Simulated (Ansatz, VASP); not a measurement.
One calculation of Au, two programs

```xyz
2
Lattice="3.2353 0.0000 0.0000 0.0000 3.3396 0.0000 0.0000 0.0000 3.3396" Properties=species:S:1:pos:R:3 pbc="T T T"
Au    0.0000    0.0000    0.0000
Au    1.6176    1.6698    1.6698
```

Change from the starting cell: uniaxial strain along a, b, c and atoms relaxed: -2.0 %.

Alike in both runs: functional PBE; k mesh 16 × 16 × 16; occupations gaussian, width 0.1 eV; no spin polarisation.

Ansatz relaxed the structure, and its values are those at the end. VASP's run is a single point on that final structure, the one shown.

```csv
,VASP,Ansatz
version,VASP 6.6.1,Ansatz 0.2.0
potentials or method,"VASP PAW PBE potentials, release 64 (Au)","scalar-relativistic, plane waves, PAW"
plane-wave cutoff (eV),520,420
valence electrons in the cell,22,38
```

Ansatz gave:

```
gap on the k mesh at the Fermi level (eV) : none
pressure (GPa)                            : -0.1
```

**Question.** Estimate VASP's values.

**Answer.** gap on the k mesh at the Fermi level (eV): none; pressure (GPa): -0.2.

A gap of «none» marks a metal or a gap that the smearing closes. The two sets of potentials don't hold the same shells in valence.

Spin-orbit coupling is left out, which matters for the levels of Au.
